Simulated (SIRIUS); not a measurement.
The system is Ge.

```
Ge
1.0
     0.00000    2.82891    2.82891
     2.82891    0.00000    2.82891
     2.82891    2.82891    0.00000
Ge
2
Direct
  0.75000 0.75000 0.75000
  0.50000 0.50000 0.50000
```

Base run:

* Program: SIRIUS 7.12.0
* Functional: PW91
* Potentials or basis: PseudoDojo 0.4.1 PBE standard (scalar relativistic)
* Cutoff: 1078 eV
* Density cutoff: 4311 eV
* k mesh: 8 × 8 × 8
* Occupations: fermi-dirac, width 0.05 eV
* Spin: no spin polarisation

Its results: band gap on the k mesh 0.00 eV; pressure 3.5 GPa.

The run is repeated on the same cell with these changes: functional from PW91 to AM05; libxc names from ["XC_GGA_X_PW91", "XC_GGA_C_PW91"] to ["XC_GGA_X_AM05", "XC_GGA_C_AM05"]. What comes out?

Band gap on the k mesh 0.00 eV; pressure 0.8 GPa.

Caveats: the potentials were made for another functional, which shifts forces and pressure.

A k mesh can miss the band edges.

Not every run made on this cell is shown here.
